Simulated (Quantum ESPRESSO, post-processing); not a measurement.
# 2H-WSe2, layer by layer, part 4 of 8

Wanted: polarisability and band edges of 2H-WSe2, layer by layer.

Quantum ESPRESSO 7.5; plane-wave DFT, PBE, GBRV ultrasoft pseudopotentials.

So far. Step 3 (Ground state, 1 layer: no field): The run needed 11 iterations to bring the estimated error under 1e-09 Ry; the largest force on any atom, held or free, is 0.12 eV/Å. Step 7 (Potential by pp.x, 1 layer): The slope in the vacuum is 0.100 eV/Å for an applied 0.10 V/Å, as it should be.

### Step 8. Bands along a path, 1 layer: no field

The density is frozen and the levels are solved along a path.

n1.f0.bands.in

```
&control
  prefix = 'n1.f0.bands'
  outdir = './out'
  pseudo_dir = './pseudo'
  calculation = 'bands'
  tefield = .true.
  dipfield = .true.
/
&system
  ibrav = 0
  nat = 3
  ntyp = 2
  ecutwfc = 40
  ecutrho = 200
  occupations = 'smearing'
  smearing = 'fd'
  degauss = 0.004
  edir = 3
  emaxpos = 0.97
  eopreg = 0.04
  eamp = 0.0
  nbnd = 17
/
&electrons
  conv_thr = 1e-07
  mixing_beta = 0.4
  electron_maxstep = 120
  mixing_mode = 'local-TF'
/
ATOMIC_SPECIES
  Se  78.9710  se_pbe_v1.uspp.F.UPF
  W   183.8400  w_pbe_v1.2.uspp.F.UPF
CELL_PARAMETERS angstrom
  3.28562509100000 0.00000000000000 0.00000000000000
  -1.64281254500000 2.84543479600000 0.00000000000000
  0.00000000000000 0.00000000000000 20.74034793400000
ATOMIC_POSITIONS crystal
  Se  0.333333333300 0.666666666700 0.418728620100
  W   0.000000000000 0.000000000000 0.500000000000
  Se  0.333333333300 0.666666666700 0.581271379900
K_POINTS crystal_b
4
  0.0000000000 0.0000000000 0.0000000000 12
  0.5000000000 0.0000000000 0.0000000000 12
  0.3333333333 0.3333333333 0.0000000000 12
  0.0000000000 0.0000000000 0.0000000000 1
```

Run with:

```console
> cp -r out/n1.f0.save out/n1.f0.bands.save
> cp out/n1.f0.xml out/n1.f0.bands.xml
> OMP_NUM_THREADS=1 mpirun -n 4 pw.x -nk 4 -in n1.f0.bands.in > n1.f0.bands.out
```

What it wrote:

```text
[banner, memory and clock lines left out]
Program PWSCF v.7.5 starts

          URL

     Presently no symmetry can be used with electric field

     Atomic positions and unit cell read from directory:
     ./out/n1.f0.bands.save/

     G-vector sticks info

     bravais-lattice index     =            0
     lattice parameter (alat)  =       6.2089  a.u.
     unit-cell volume          =    1308.5167 (a.u.)^3
     number of atoms/cell      =            3
     number of atomic types    =            2
     number of electrons       =        26.00
     number of Kohn-Sham states=           17
     kinetic-energy cutoff     =      40.0000  Ry
     charge density cutoff     =     200.0000  Ry
     Exchange-correlation= SLA  PW   PBE  PBE
                           (   1   4   3   4   0   0   0)

     celldm(1)=   6.208932  celldm(2)=   0.000000  celldm(3)=   0.000000
     celldm(4)=   0.000000  celldm(5)=   0.000000  celldm(6)=   0.000000

     crystal axes: (cart. coord. in units of alat)
               a(1) = (   1.000000   0.000000   0.000000 )
               a(2) = (  -0.500000   0.866025   0.000000 )
               a(3) = (   0.000000   0.000000   6.312451 )

     reciprocal axes: (cart. coord. in units 2 pi/alat)
               b(1) = (  1.000000  0.577350 -0.000000 )
               b(2) = (  0.000000  1.154701  0.000000 )
               b(3) = (  0.000000 -0.000000  0.158417 )

     PseudoPot. # 1 for Se read from file:
     ./pseudo/se_pbe_v1.uspp.F.UPF
     Pseudo is Ultrasoft + core correction, Zval =  6.0
     Generated by new atomic code, or converted to UPF format
     Using radial grid of  877 points,  6 beta functions with:
                l(1) =   0
                l(2) =   0
                l(3) =   1
                l(4) =   1
                l(5) =   2
                l(6) =   2
     Q(r) pseudized with  8 coefficients,  rinner =    1.300   1.300   1.300
                                                       1.300   1.300

     PseudoPot. # 2 for W  read from file:
     ./pseudo/w_pbe_v1.2.uspp.F.UPF
     Pseudo is Ultrasoft + core correction, Zval = 14.0
     Generated by new atomic code, or converted to UPF format
     Using radial grid of  923 points,  8 beta functions with:
                l(1) =   0
                l(2) =   0
                l(3) =   0
                l(4) =   1
                l(5) =   1
                l(6) =   2
                l(7) =   2
                l(8) =   3
     Q(r) pseudized with  6 coefficients,  rinner =    1.350   1.350   1.350
                                                       1.350   1.350   1.350
                                                       1.350

     atomic species   valence    mass     pseudopotential
     Se                6.00    78.97100     Se( 1.00)
     W                14.00   183.84000     W ( 1.00)

     No symmetry found

   Cartesian axes

     site n.     atom                  positions (alat units)
         1        Se     tau(   1) = (   0.0000000   0.5773503   2.6432040  )
         2        W      tau(   2) = (   0.0000000   0.0000000   3.1562256  )
         3        Se     tau(   3) = (   0.0000000   0.5773503   3.6692472  )

     number of k points=    37  Fermi-Dirac smearing, width (Ry)=  0.0040
                       cart. coord. in units 2pi/alat
        k(    1) = (   0.0000000   0.0000000   0.0000000), wk =   0.0540541
        k(    2) = (   0.0416667   0.0240563   0.0000000), wk =   0.0540541
        k(    3) = (   0.0833333   0.0481125   0.0000000), wk =   0.0540541
        k(    4) = (   0.1250000   0.0721688   0.0000000), wk =   0.0540541
        k(    5) = (   0.1666667   0.0962250   0.0000000), wk =   0.0540541
        k(    6) = (   0.2083333   0.1202813   0.0000000), wk =   0.0540541
        k(    7) = (   0.2500000   0.1443376   0.0000000), wk =   0.0540541
        k(    8) = (   0.2916667   0.1683938   0.0000000), wk =   0.0540541
        k(    9) = (   0.3333333   0.1924501   0.0000000), wk =   0.0540541
        k(   10) = (   0.3750000   0.2165064   0.0000000), wk =   0.0540541
        k(   11) = (   0.4166667   0.2405626   0.0000000), wk =   0.0540541
        k(   12) = (   0.4583333   0.2646189   0.0000000), wk =   0.0540541
        k(   13) = (   0.5000000   0.2886751   0.0000000), wk =   0.0540541
        k(   14) = (   0.4861111   0.3127314   0.0000000), wk =   0.0540541
        k(   15) = (   0.4722222   0.3367877   0.0000000), wk =   0.0540541
        k(   16) = (   0.4583333   0.3608439   0.0000000), wk =   0.0540541
        k(   17) = (   0.4444444   0.3849002   0.0000000), wk =   0.0540541
        k(   18) = (   0.4305556   0.4089564   0.0000000), wk =   0.0540541
        k(   19) = (   0.4166667   0.4330127   0.0000000), wk =   0.0540541
        k(   20) = (   0.4027778   0.4570690   0.0000000), wk =   0.0540541
        k(   21) = (   0.3888889   0.4811252   0.0000000), wk =   0.0540541
        k(   22) = (   0.3750000   0.5051815   0.0000000), wk =   0.0540541
        k(   23) = (   0.3611111   0.5292377   0.0000000), wk =   0.0540541
        k(   24) = (   0.3472222   0.5532940   0.0000000), wk =   0.0540541
        k(   25) = (   0.3333333   0.5773503   0.0000000), wk =   0.0540541
        k(   26) = (   0.3055556   0.5292377   0.0000000), wk =   0.0540541
        k(   27) = (   0.2777778   0.4811252   0.0000000), wk =   0.0540541
        k(   28) = (   0.2500000   0.4330127   0.0000000), wk =   0.0540541
        k(   29) = (   0.2222222   0.3849002   0.0000000), wk =   0.0540541
        k(   30) = (   0.1944444   0.3367877   0.0000000), wk =   0.0540541
        k(   31) = (   0.1666667   0.2886751   0.0000000), wk =   0.0540541
        k(   32) = (   0.1388889   0.2405626   0.0000000), wk =   0.0540541
        k(   33) = (   0.1111111   0.1924501   0.0000000), wk =   0.0540541
        k(   34) = (   0.0833333   0.1443376   0.0000000), wk =   0.0540541
        k(   35) = (   0.0555556   0.0962250   0.0000000), wk =   0.0540541
        k(   36) = (   0.0277778   0.0481125   0.0000000), wk =   0.0540541
        k(   37) = (   0.0000000   0.0000000   0.0000000), wk =   0.0540541

     Dense  grid:    62217 G-vectors     FFT dimensions: (  27,  27, 180)

     Smooth grid:    44797 G-vectors     FFT dimensions: (  25,  25, 160)

     The potential is recalculated from file :
     ./out/n1.f0.bands.save/charge-density

     negative rho (up, down):  7.076E-02 0.000E+00

     Adding external electric field

     Computed dipole along edir(3) :
        Dipole                0.0001 Ry au,          0.0003 Debye
        Dipole field          0.0000 Ry au,

        Potential amp.       -0.0001 Ry
        Total length         37.6258 bohr

[...]
-2.4100  -2.3557  -1.2981  -1.2415  -0.5185   2.8310   2.9094   2.9546
     3.0221

          k = 0.0833 0.0481 0.0000 (  5607 PWs)   bands (ev):

   -74.1445 -38.3831 -38.2658 -38.2538 -14.7948 -13.6084  -6.1968  -2.7001
    -2.5673  -2.2791  -1.4301  -1.2402  -0.5376   2.5934   2.6620   2.9219
     3.0870

          k = 0.1250 0.0722 0.0000 (  5597 PWs)   bands (ev):

   -74.1437 -38.3796 -38.2843 -38.2583 -14.6667 -13.5428  -6.0335  -3.0488
    -2.7931  -2.1566  -1.6227  -1.2947  -0.5886   2.2588   2.5128   2.7779
     3.2756

          k = 0.1667 0.0962 0.0000 (  5575 PWs)   bands (ev):

   -74.1426 -38.3750 -38.3085 -38.2638 -14.4933 -13.4542  -5.8192  -3.4681
    -3.0696  -1.9960  -1.8489  -1.4244  -0.6938   1.9905   2.4648   2.6162
     3.4880

          k = 0.2083 0.1203 0.0000 (  5593 PWs)   bands (ev):

   -74.1414 -38.3697 -38.3371 -38.2704 -14.2813 -13.3463  -5.5746  -3.9160
    -3.3895  -2.0854  -1.8091  -1.6068  -0.8609   1.8389   2.4625   2.5362
     3.6962

          k = 0.2500 0.1443 0.0000 (  5567 PWs)   bands (ev):

   -74.1400 -38.3671 -38.3637 -38.2774 -14.0392 -13.2242  -5.3485  -4.3374
    -3.7435  -2.3146  -1.7987  -1.6106  -1.0628   1.8140   2.3392   2.7013
     3.8814

          k = 0.2917 0.1684 0.0000 (  5587 PWs)   bands (ev):

   -74.1387 -38.3974 -38.3580 -38.2847 -13.7789 -13.0947  -5.2965  -4.5840
    -4.1131  -2.5241  -1.9669  -1.4184  -1.2436   1.8919   2.2624   2.9186
     4.0332

          k = 0.3333 0.1925 0.0000 (  5603 PWs)   bands (ev):

   -74.1374 -38.4254 -38.3527 -38.2915 -13.5159 -12.9662  -5.5572  -4.5303
    -4.4709  -2.7049  -2.0979  -1.3465  -1.2495   2.0399   2.2399   3.1474
     4.1491

          k = 0.3750 0.2165 0.0000 (  5607 PWs)   bands (ev):

   -74.1363 -38.4493 -38.3480 -38.2973 -13.2702 -12.8488  -5.9017  -4.7872
    -4.4098  -2.8509  -2.1913  -1.3434  -1.1165   2.2295   2.2659   3.3521
     4.2316

          k = 0.4167 0.2406 0.0000 (  5592 PWs)   bands (ev):

   -74.1355 -38.4672 -38.3443 -38.3017 -13.0659 -12.7538  -6.1977  -5.0350
    -4.3313  -2.9578  -2.2522  -1.2561  -1.0246   2.3198   2.4375   3.5062
     4.2853

          k = 0.4583 0.2646 0.0000 (  5596 PWs)   bands (ev):

   -74.1350 -38.4788 -38.3421 -38.3043 -12.9289 -12.6915  -6.3949  -5.1931
    -4.2967  -3.0230  -2.2862  -1.1524  -0.9721   2.3712   2.6276   3.5976
     4.3153

          k = 0.5000 0.2887 0.0000 (  5596 PWs)   bands (ev):

   -74.1348 -38.4826 -38.3413 -38.3053 -12.8804 -12.6698  -6.4641  -5.2474
    -4.2880  -3.0449  -2.2970  -1.1070  -0.9552   2.3921   2.7155   3.6275
     4.3248

          k = 0.4861 0.3127 0.0000 (  5594 PWs)   bands (ev):

   -74.1348 -38.4821 -38.3412 -38.3064 -12.8762 -12.6672  -6.4528  -5.2485
    -4.2837  -3.0606  -2.2933  -1.2540  -0.8545   2.3885   2.7240   3.6493
     4.2659

          k = 0.4722 0.3368 0.0000 (  5608 PWs)   bands (ev):

   -74.1347 -38.4804 -38.3410 -38.3100 -12.8639 -12.6595  -6.4191  -5.2524
    -4.2710  -3.1040  -2.2845  -1.5009  -0.7405   2.3759   2.7491   3.7124
     4.1107

          k = 0.4583 0.3608 0.0000 (  5608 PWs)   bands (ev):

   -74.1347 -38.4778 -38.3407 -38.3153 -12.8438 -12.6470  -6.3634  -5.2598
    -4.2509  -3.1660  -2.2762  -1.7923  -0.6523   2.3500   2.7896   3.7994
     3.9153

          k = 0.4444 0.3849 0.0000 (  5596 PWs)   bands (ev):

   -74.1345 -38.4740 -38.3399 -38.3226 -12.8169 -12.6303  -6.2868  -5.2721
    -4.2253  -3.2360  -2.2734  -2.1144  -0.5821   2.3057   2.8447   3.6574
     3.9614

          k = 0.4306 0.4090 0.0000 (  5614 PWs)   bands (ev):

   -74.1344 -38.4693 -38.3395 -38.3316 -12.7846 -12.6104  -6.1904  -5.2907
    -4.1967  -3.3039  -2.4539  -2.2801  -0.5203   2.2398   2.9133   3.4369
     4.1131

          k = 0.4167 0.4330 0.0000 (  5608 PWs)   bands (ev):

   -74.1342 -38.4637 -38.3417 -38.3389 -12.7482 -12.5882  -6.0762  -5.3163
    -4.1688  -3.3617  -2.7970  -2.2977  -0.4589   2.1521   2.9939   3.2339
     4.2786

          k = 0.4028 0.4571 0.0000 (  5592 PWs)   bands (ev):

   -74.1340 -38.4571 -38.3527 -38.3381 -12.7099 -12.5651  -5.9467  -5.3485
    -4.1479  -3.4041  -3.1284  -2.3260  -0.3922   2.0456   3.0592   3.0834
     4.4443

          k = 0.3889 0.4811 0.0000 (  5558 PWs)   bands (ev):

   -74.1339 -38.4498 -38.3641 -38.3372 -12.6720 -12.5425  -5.8060  -5.3852
    -4.1460  -3.4291  -3.4268  -2.3629  -0.3183   1.9270   2.9177   3.1777
     4.5985

          k = 0.3750 0.5052 0.0000 (  5556 PWs)   bands (ev):

   -74.1337 -38.4422 -38.3759 -38.3365 -12.6371 -12.5221  -5.6604  -5.4227
    -4.1885  -3.6564  -3.4380  -2.4045  -0.2397   1.8059   2.8111   3.2704
     4.7298

          k = 0.3611 0.5292 0.0000 (  5564 PWs)   bands (ev):

   -74.1336 -38.4344 -38.3871 -38.3361 -12.6083 -12.5055  -5.5221  -5.4561
    -4.2971  -3.7798  -3.4352  -2.4446  -0.1643   1.6966   2.7389   3.3530
     4.8291

          k = 0.3472 0.5533 0.0000 (  5580 PWs)   bands (ev):

   -74.1335 -38.4274 -38.3965 -38.3359 -12.5887 -12.4944  -5.4800  -5.4143
    -4.4210  -3.8215  -3.4277  -2.4750  -0.1065   1.6175   2.6985   3.4136
     4.8900

          k = 0.3333 0.5774 0.0000 (  5580 PWs)   bands (ev):

   -74.1335 -38.4240 -38.4008 -38.3357 -12.5815 -12.4904  -5.4891  -5.3725
    -4.4746  -3.8295  -3.4236  -2.4870  -0.0839   1.5879   2.6862   3.4373
     4.9101

          k = 0.3056 0.5292 0.0000 (  5554 PWs)   bands (ev):

   -74.1336 -38.4322 -38.3885 -38.3361 -12.6158 -12.5086  -5.4848  -5.4448
    -4.3026  -3.8092  -3.4473  -2.4304  -0.1772   1.7016   2.7232   3.3253
     4.8400

          k = 0.2778 0.4811 0.0000 (  5560 PWs)   bands (ev):

   -74.1341 -38.4400 -38.3690 -38.3381 -12.7283 -12.5666  -5.6087  -5.2978
    -4.0944  -3.6626  -3.5063  -2.2708  -0.3865   1.9204   2.7942   3.0381
     4.6759

          k = 0.2500 0.4330 0.0000 (  5576 PWs)   bands (ev):

   -74.1348 -38.4398 -38.3488 -38.3413 -12.9210 -12.6636  -5.6019  -5.0392
    -4.1309  -3.5565  -3.2838  -2.0518  -0.5890   1.9825   2.7780   2.8323
     4.5003

          k = 0.2222 0.3849 0.0000 (  5570 PWs)   bands (ev):

   -74.1359 -38.4299 -38.3458 -38.3294 -13.1797 -12.7923  -5.4496  -4.6767
    -4.3063  -3.5578  -2.8433  -1.8179  -0.7267   1.7958   2.6494   2.7853
     4.3693

          k = 0.1944 0.3368 0.0000 (  5592 PWs)   bands (ev):

   -74.1372 -38.4115 -38.3516 -38.3116 -13.4792 -12.9415  -5.1899  -4.5487
    -4.2382  -3.4792  -2.4209  -1.6015  -0.8147   1.6036   2.5202   2.6584
     4.2676

          k = 0.1667 0.2887 0.0000 (  5596 PWs)   bands (ev):

   -74.1387 -38.3857 -38.3581 -38.2957 -13.7922 -13.0984  -5.0723  -4.6011
    -3.7922  -3.2708  -2.0751  -1.4249  -0.8832   1.5644   2.3888   2.5069
     4.1363

          k = 0.1389 0.2406 0.0000 (  5592 PWs)   bands (ev):

   -74.1403 -38.3650 -38.3552 -38.2818 -14.0943 -13.2509  -5.3439  -4.2095
    -3.4436  -2.8662  -1.9047  -1.3000  -0.8779   1.6735   2.3453   2.3892
     3.9387

          k = 0.1111 0.1925 0.0000 (  5579 PWs)   bands (ev):

   -74.1418 -38.3716 -38.3235 -38.2703 -14.3657 -13.3889  -5.6593  -3.7198
    -3.1606  -2.3569  -1.9535  -1.2282  -0.7562   1.8634   2.3503   2.4535
     3.6822

          k = 0.0833 0.1443 0.0000 (  5577 PWs)   bands (ev):

   -74.1432 -38.3776 -38.2941 -38.2613 -14.5914 -13.5042  -5.9379  -3.2280
    -2.8852  -2.1023  -1.8823  -1.2028  -0.6240   2.1339   2.4205   2.6628
     3.4027

          k = 0.0556 0.0962 0.0000 (  5603 PWs)   bands (ev):

   -74.1443 -38.3821 -38.2708 -38.2552 -14.7603 -13.5907  -6.1523  -2.7959
    -2.6266  -2.2484  -1.5243  -1.2115  -0.5485   2.4935   2.5974   2.8694
     3.1489

          k = 0.0278 0.0481 0.0000 (  5617 PWs)   bands (ev):

   -74.1450 -38.3852 -38.2554 -38.2514 -14.8646 -13.6443  -6.2869  -2.4923
    -2.4286  -2.3472  -1.3164  -1.2366  -0.5202   2.8075   2.8673   2.9708
     3.0096

          k = 0.0000 0.0000 0.0000 (  5623 PWs)   bands (ev):

   -74.1452 -38.3861 -38.2502 -38.2502 -14.8999 -13.6624  -6.3327  -2.3817
    -2.3817  -2.3516  -1.2508  -1.2508  -0.5142   2.9067   2.9067   3.0582
     3.0582

     XML data file, pseudopotentials, collected wavefunctions

                                        0.00s GPU  (     350 calls)
```

Run time: 15 s. Hardware: 4 MPI ranks of Arm Neoverse V1, shared host; peak memory 0.3 GiB.

Numbers from this step:

* dipole along the normal: 6.25e-5 e·Å
* valence top, on the run's zero: -0.08386 eV
* conduction bottom, on the run's zero: 1.564 eV

Band numbers count within the set of bands kept for display. The electronic bands at the labelled points (eV, zero at the highest filled level of the SCF mesh; v1 is the highest filled band, c1 the lowest empty one):

```tsv
point	v4	v3	v2	v1	c1	c2	c3	c4
Γ	-2.27	-1.17	-1.17	-0.43	2.99	2.99	3.14	3.14
halfway	-2.23	-1.71	-1.53	-0.98	1.90	2.42	2.79	3.97
M	-2.96	-2.21	-1.02	-0.87	2.48	2.80	3.71	4.41
halfway	-3.28	-2.71	-2.21	-0.37	2.24	3.08	3.32	4.36
K	-3.75	-3.34	-2.40	0.00	1.67	2.77	3.52	4.99
halfway	-3.19	-1.99	-1.34	-0.80	1.65	2.47	2.59	4.22
Γ	-2.27	-1.17	-1.17	-0.43	2.99	2.99	3.14	3.14
```

Along this path the valence top lies at K and the conduction bottom between K and Γ.

### Step 9. Polarisability from the dipole between 0 and 0.1 V/A, 1 layer

Numbers from this step:

| Item | Value |
| --- | --- |
| change of slope in the vacuum | 0.09999 eV/Å |
| polarisability a cell | 4.158 Å³ |
| sheet polarisability 4πα/A | 5.590 Å |

Change of the potential energy, second field less first against z:

z (Å), change of the potential energy, second field less first (eV) and a bar from the least value:
```
      0.0     -0.378 #######
      0.5     -0.707 
      1.0     -0.657 #
      1.5     -0.607 ##
      2.0     -0.557 ###
      2.5     -0.507 ####
      3.0     -0.457 #####
      3.5     -0.407 ######
      4.0     -0.357 ########
      4.5     -0.307 #########
      5.0     -0.257 ##########
      5.5     -0.207 ###########
      6.0     -0.158 ############
      6.5     -0.111 #############
      7.0     -0.068 ##############
      7.5     -0.035 ##############
      8.0     -0.017 ###############
      8.5     -0.009 ###############
      9.0     -0.005 ###############
      9.5     -0.005 ###############
     10.0     -0.003 ###############
     10.5      0.001 ###############
     11.0      0.004 ###############
     11.5      0.005 ###############
     12.0      0.007 ###############
     12.5      0.012 ################
     13.0      0.025 ################
     13.5      0.052 ################
     14.0      0.091 #################
     14.5      0.137 ##################
     15.0      0.185 ###################
     15.5      0.235 ####################
     16.0      0.284 #####################
     16.5      0.334 ######################
     17.0      0.384 ########################
     17.5      0.434 #########################
     18.0      0.484 ##########################
     18.5      0.534 ###########################
     19.0      0.584 ############################
     19.5      0.634 #############################
     20.0      0.684 ##############################
     20.5      0.037 ################
```

[end of part 4 of 8]

[Logs are printed without paths, hosts, clocks, repeated set-up lines and the standing remarks that a program may print on its own settings, such as how far it seeks lower states.]

[Hosts, paths, dates, database ids (printed as entryN), source tags and the programs' standing remarks are cut or masked in the printed files.]

[Maps of the electrostatic potential energy from Ansatz leave out the sawtooth potential of an applied field or a dipole correction, so their vacuum need not be flat; planar profiles and work functions include it.]
